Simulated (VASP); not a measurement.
**RbBr in VASP 6.6.1, single-point calculation**

INCAR

```
PREC = Medium
ENCUT = 520
IBRION = -1
NELM = 120
GGA = RE
ISIF = 2
LWAVE = .FALSE.
LCHARG = .FALSE.
NBANDS = 15
EDIFF = 1E-7
SIGMA = 0.02
LREAL = .FALSE.
NSW = 0
ISMEAR = -1
LASPH = .TRUE.
```

KPOINTS

```
KPOINTS created by Atomic Simulation Environment
0
Gamma
6 6 6
0 0 0
```

POSCAR

```
Rb Br
 1.0000000000000000
     0.0000000000000000    3.8694968645999999    3.8694968645999999
     3.7921069272999999    0.0000000000000000    3.8694968645999999
     3.7921069272999999    3.8694968645999999    0.0000000000000000
 Rb  Br
   1   1
Cartesian
  0.0000000000000000  0.0000000000000000  0.0000000000000000
  1.8960534636499999  1.9347484322999995  1.9347484322999995
```

The recommended PBE PAW datasets give the neutral cell 16 valence electrons.

Command

```
mpirun -np 1 vasp_std
```

OSZICAR

```
N       E                     dE             d eps       ncg     rms          rms(c)
DAV:   1     0.935983165070E+02    0.93598E+02   -0.61278E+03   900   0.870E+02
DAV:   2     0.256476880289E+01   -0.91034E+02   -0.82542E+02  1231   0.157E+02
DAV:   3    -0.573875908726E+01   -0.83035E+01   -0.82632E+01  1195   0.509E+01
DAV:   4    -0.602449548871E+01   -0.28574E+00   -0.28568E+00  1413   0.867E+00
DAV:   5    -0.602655677146E+01   -0.20613E-02   -0.20613E-02  1195   0.789E-01    0.308E+00
DAV:   6    -0.565942673487E+01    0.36713E+00   -0.46068E-01  1173   0.276E+00    0.204E+00
DAV:   7    -0.561988844451E+01    0.39538E-01   -0.27691E-01  1208   0.220E+00    0.101E+00
DAV:   8    -0.565584870257E+01   -0.35960E-01   -0.32940E-02  1133   0.101E+00    0.165E-01
DAV:   9    -0.566073459330E+01   -0.48859E-02   -0.41650E-03  1040   0.336E-01    0.133E-01
DAV:  10    -0.566337434170E+01   -0.26397E-02   -0.23814E-03   900   0.327E-01    0.264E-02
DAV:  11    -0.566342196320E+01   -0.47621E-04   -0.16325E-04  1104   0.777E-02    0.959E-03
DAV:  12    -0.566343406903E+01   -0.12106E-04   -0.52127E-05   907   0.626E-02    0.409E-03
DAV:  13    -0.566343443367E+01   -0.36464E-06   -0.12501E-06  1252   0.673E-03    0.208E-03
DAV:  14    -0.566343465083E+01   -0.21716E-06   -0.61379E-07   914   0.588E-03    0.918E-04
DAV:  15    -0.566343474704E+01   -0.96209E-07   -0.76211E-08   846   0.254E-03
   1 F= -.56634347E+01 E0= -.56634347E+01  d E =-.151728E-12
```

Standard output (part)

```
POSCAR found type information on POSCAR RbBr
 POSCAR found :  2 types and       2 ions
 LDA part: xc-table for (Slater+PW92), standard interpolation
 POSCAR, INCAR and KPOINTS ok, starting setup
 WAVECAR not read
 entering main loop
```

From OUTCAR

```
k-points           NKPTS =     30   k-points in BZ     NKDIM =     30   number of bands    NBANDS=     15

   NELECT =      16.0000    total number of electrons

   dimension x,y,z NGX =    32 NGY =   30 NGZ =   30
   dimension x,y,z NGXF=    40 NGYF=   40 NGZF=   40

  energy-cutoff  :      520.00
  volume of cell :      113.56
      direct lattice vectors                 reciprocal lattice vectors
     0.000000000  3.869496865  3.869496865    -0.131852822  0.129215766  0.129215766
     3.792106927  0.000000000  3.869496865     0.131852822 -0.129215766  0.129215766
     3.792106927  3.869496865  0.000000000     0.131852822  0.129215766 -0.129215766

 k-points in reciprocal lattice and weights: KPOINTS created by Atomic Simulation Env
   0.00000000  0.00000000  0.00000000       0.005
   0.16666667  0.00000000  0.00000000       0.037
   0.33333333  0.00000000  0.00000000       0.037
   0.50000000  0.00000000  0.00000000       0.019
   0.16666667  0.16666667  0.00000000       0.019
   0.33333333  0.16666667  0.00000000       0.074
   0.50000000  0.16666667  0.00000000       0.074
  -0.33333333  0.16666667 -0.00000000       0.074
   ...

 E-fermi :  -2.3529

 k-point     1 :       0.0000    0.0000    0.0000
  band No.  band energies     occupation
      1     -27.5033      2.00000
      2     -14.7856      2.00000
      3     -11.6193      2.00000
      4     -11.6167      2.00000
      5     -11.6167      2.00000
      6      -3.0234      2.00000
      7      -3.0234      2.00000
      8      -3.0179      2.00000
      9       1.4203      0.00000
     10       5.3190      0.00000
     11       5.4477      0.00000
     12       6.3642      0.00000
     13       6.3642      0.00000
     14       6.4636      0.00000
     15       7.4222      0.00000

 k-point     2 :       0.1667    0.0000    0.0000
  band No.  band energies     occupation
      1     -27.5028      2.00000
      2     -14.7980      2.00000
      3     -11.6216      2.00000
      4     -11.6202      2.00000
      5     -11.6037      2.00000
      6      -3.0869      2.00000
      7      -3.0117      2.00000
      8      -3.0059      2.00000
      9       1.8125      0.00000
     10       5.0998      0.00000
     11       5.1911      0.00000
     12       6.0754      0.00000
     13       6.5948      0.00000
     14       6.8094      0.00000
     15       6.8739      0.00000

 k-point     3 :       0.3333    0.0000    0.0000
  band No.  band energies     occupation
      1     -27.5016      2.00000
      2     -14.8222      2.00000
      3     -11.6276      2.00000
      4     -11.6270      2.00000
      5     -11.5776      2.00000
      6      -3.1836      2.00000
      7      -2.9892      2.00000
      8      -2.9795      2.00000
      9       2.7169      0.00000
     10       4.8709      0.00000
     11       4.9936      0.00000
     12       5.0652      0.00000
     13       6.4375      0.00000
     14       6.6550      0.00000
     15       6.6902      0.00000

 ...

  Total        0.6575811      0.6680299      0.6680299      0.0000000      0.0000000      0.0000000
  in kB        9.2777001      9.4251212      9.4251212      0.0000000      0.0000000      0.0000000
  external PRESSURE =       9.3759808 kB  Pullay stress =       0.0000000 kB

 POSITION                                       TOTAL-FORCE (eV/Angst)
 -----------------------------------------------------------------------------------
      0.00000      0.00000      0.00000        -0.000000      0.000000      0.000000
      1.89605      1.93475      1.93475         0.000000     -0.000000     -0.000000
 -----------------------------------------------------------------------------------
    total drift:                                0.000003      0.000001      0.000001

  FREE ENERGIE OF THE ION-ELECTRON SYSTEM (eV)
  ---------------------------------------------------
  free  energy   TOTEN  =        -5.6634347470 eV

  energy  without entropy=       -5.6634347470  energy(sigma->0) =       -5.66343475
```

It converged. Results: gap between bands v and c on the k mesh 4.34 eV; least direct gap on the k mesh 4.44 eV; pressure 0.9 GPa. Band v is the last that the valence electrons fill when counted band by band, and c is the next.

For comparison, a separate PBE run of the intended cell, on usual settings and not on those above, gives a gap of 4.10 eV on its mesh and a pressure of 0.4 GPa.

The run above took about 18 s on one core of a shared host (Intel Xeon Platinum 8488C) and held 0.17 GiB at most.
